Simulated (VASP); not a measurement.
A run of VASP 6.6.1:

Contents of INCAR:

```
ALGO = Normal
EDIFF = 1E-7
EDIFFG = -0.005
ENCUT = 600
IBRION = 2
ISIF = 3
ISMEAR = 1
LASPH = True
LCHARG = False
LMIXTAU = True
LREAL = False
LWAVE = False
METAGGA = R2SCAN
NELM = 80
NSW = 90
PREC = Accurate
SIGMA = 0.1
```

Contents of KPOINTS:

```
k-points
0
Gamma
  16 16 16
```

The input POSCAR:

```
Ag                                      
1.0
    0.0000000000      2.0530694937      2.0530694937
    2.0530694937     -0.0000000000      2.0530694937
    2.0530694937      2.0530694937     -0.0000000000
  Ag            
     1
Direct
     0.0000000000000000    0.0000000000000000    0.0000000000000000
```

Potentials or basis: VASP PAW PBE potentials, release 64 (Ag).

Run with:

```sh
$ cat potpaw_PBE.64/Ag/POTCAR > POTCAR
$ mpirun -np 1 vasp_std > vasp.out
```

Hardware: 1 thread of Intel(R) Xeon(R) Platinum 8488C (Sapphire Rapids), with other jobs on the host.

Question: How long does it take, and how much memory?

Answer: Wall time 52 s on 1 thread of Intel(R) Xeon(R) Platinum 8488C (Sapphire Rapids) (shared host), peak memory 0.16 GiB. Counts: scf iterations 18, k points 145, ion steps 1.
